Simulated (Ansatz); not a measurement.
# HSE06 against PBE: Kohn-Sham gap in amorphous Si–O–Ti cells

Calculated with Ansatz 0.2.0: Kohn-Sham DFT, HSE06, PAW (set soft_2), plane waves; cutoff 420 eV, Γ point, fermi-dirac smearing of 0.025 eV. Cell and atoms of each member were relaxed first with PBE on the 1×1×1 mesh. First member, as built: 96 atoms (32 Si, 64 O) placed at random at 2.2 g/cm³, melted at 5000 K for 10 ps at fixed volume with the Morse and Coulomb pair potential with partial charges (Pedone, Malavasi, Menziani, Cormack and Segre, J. Phys. Chem. B 110, 11780 (2006)). Quenched from 5000 K to 300 K at 50 K/ps and fixed volume, held 5 ps, then minimised at fixed cell. Last member, as built: 96 atoms (8 Si, 24 Ti, 64 O) placed at random at 3.16 g/cm³, melted at 5000 K for 10 ps at fixed volume with the Morse and Coulomb pair potential with partial charges (Pedone, Malavasi, Menziani, Cormack and Segre, J. Phys. Chem. B 110, 11780 (2006)). Quenched from 5000 K to 300 K at 50 K/ps and fixed volume, held 5 ps, then minimised at fixed cell. Each member is solved with PBE and with HSE06 on the same k-mesh and geometry; rows are sorted by gap, not by place in the series. The gap is that between the highest filled and the lowest empty Kohn-Sham level on the run's k-points.

| gap with PBE (eV) | gap with HSE06 (eV) | mole fraction of TiO2 | formula |
| --- | --- | --- | --- |
| 2.177 | 3.776 | 0.25 | Ti8Si24O64 |
| 2.647 | 4.363 | 0.125 | Ti4Si28O64 |
| 2.847 | 4.457 | 0.375 | Ti12Si20O64 |
| 3.006 | 4.756 | 0.062 | Ti2Si30O64 |
| 3.046 | ? | ? | ? |
| 3.676 | 5.405 | 0.188 | Ti6Si26O64 |
| 5.521 | 7.348 | 0 | Si32O64 |

**Question.** Fit a straight line to the rows given and interpolate to the withheld row.

Worked fit:

Take u as the gap with PBE and v as that with HSE06.

```
u (eV)  v (eV)
2.1773  3.7757
2.6471  4.3631
2.8467  4.4574
3.0061  4.7565
3.6757  5.4051
5.5209  7.3482
```

With n = 6: mean u = 3.3123, mean v = 5.01767, Σ(u − ū)² = 7.0512, Σ(u − ū)(v − v̄) = 7.4739. Slope b = 7.4739 / 7.0512 = 1.0599; intercept a = v̄ − b ū = 1.5068.

At u = 3.046, v = a + b u.

Prediction at 3.046: 4.735 eV. The run gave 4.643 eV, so the fit is high by 0.092 eV (2.0 % of the value).

The slope is 1.06; over all rows the hybrid's shift lies between 1.60 and 1.83 eV. Among the rows given, the largest miss of the fit is at 2.847, by 0.067 eV (1.9 % of the range of the table).

Limits: One quenched sample a member. The mesh needn't hold the band edges. In these disordered cells defect or tail levels can set the gap, so it needn't be a band gap.

[Logs are printed without paths, hosts, clocks, repeated set-up lines and the standing remarks that a program may print on its own settings, such as how far it seeks lower states.]

[Hosts, paths, dates, database ids (printed as entryN), source tags and the programs' standing remarks are cut or masked in the printed files.]
